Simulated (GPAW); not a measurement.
Runs of GPAW 26.7.0 on BN. It takes space group F-43m (No. 216, cubic). Conventional cell: a = 3.626 Å, b = 3.626 Å, c = 3.626 Å, α = 90.00°, β = 90.00°, γ = 90.00°. N (site symmetry -43m) is surrounded by 4 B at 1.57 Å. B (site symmetry -43m) is surrounded by 4 N at 1.57 Å. The cell is a database's computed one.

```tsv
task	level	potentials or basis	k mesh	cutoff (eV)	maxiter	band path	band points	other keys	mesh quality	gap on the mesh (eV)	pressure (GPa)
single point	PBE	GPAW PAW data sets (gpaw-data 1.2.1), pw	10 × 10 × 10	700	75	-	-	several, not listed	not flagged	4.46	-4.4
band structure	PBE	PAW data sets generated in the run's folder for this functional, pw	10 × 10 × 10	800	150	GXWKGLUWLK,UX	100	-	not flagged	4.46	-1.6
band structure	LDA	the program's PAW data sets (release 1.2.1) made for this functional, pw	10 × 10 × 10	800	150	GXWKGLUWLK,UX	80	-	not flagged	4.35	-15.5
band structure	PBE	GPAW PAW data sets (gpaw-data 1.2.1), pw	10 × 10 × 10	800	150	GXWKGLUWLK,UX	100	-	not flagged	4.46	-1.6
single point	PBEsol0	GPAW PAW data sets (gpaw-data 1.2.1), pw	6 × 6 × 6	600	60	-	-	-	coarse	(a)	-
```

Alike in all rows: no spin polarisation; cell as given; smearing fermi-dirac 0.05 eV.

Problem. Estimate the missing entries.

Solution. (a) 6.40.

Caveats: some runs use coarse meshes; the cutoff is short for stress and forces, so pressures can be off by a GPa or more (some runs); so large a pressure means that the cell lies far from this level's equilibrium, or that cutoff or potentials fall short (some runs); the PAW data sets were made with another functional, which shifts forces and pressure a little (some runs).

A k mesh can miss the band edges.
